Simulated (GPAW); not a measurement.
Si:

```
Si
1.0
     4.12095    0.00000    0.00000
    -2.06047    3.56885    0.00000
     0.00000    0.00000    2.65479
Si
2
Cartesian
  0.0000 2.3792 1.3274
  2.0605 1.1896 1.3274
```

The cell was built by a generator and needn't be a form met in nature.

- Program: GPAW 26.7.0
- Task: relaxation of cell and atoms
- Functional: BLYP
- Potentials or basis: PAW data sets generated in the run's folder for this functional
- Cutoff: 600 eV
- Basis: pw
- k mesh: 8 × 8 × 10
- Occupations: fermi-dirac, width 0.05 eV
- Spin: no spin polarisation

At the start: pressure 4.2 GPa; volume 19.52 Å³/atom.

Q: Where does the relaxation end?

A: Over 5 steps the energy falls by 14.2 meV/atom and the volume is 20.68 Å³/atom (+5.9 %); space group P6/mmm (No. 191, to 0.05 Å).

The path:
| step | energy change (eV) | largest force (eV/Å) | pressure (GPa) | volume (Å³) |
| --- | --- | --- | --- | --- |
| 1 | 0.0000 | 0.0000 | 4.23 | 39.04 |
| 2 | -0.0102 | 0.0000 | 3.31 | 39.48 |
| 3 | -0.0283 | 0.0000 | 0.25 | 41.18 |
| 4 | -0.0284 | 0.0000 | 0.01 | 41.34 |
| 5 | -0.0285 | 0.0000 | -0.02 | 41.35 |

Final structure:
```
CELL_PARAMETERS angstrom
4.19367 0.00000 0.00000
-2.09683 3.63182 0.00000
0.00000 0.00000 2.71499
ATOMIC_POSITIONS crystal
Si 0.33333 0.66667 0.50000
Si 0.66666 0.33334 0.50000
```

Caveat: later steps reuse the first step's grids.
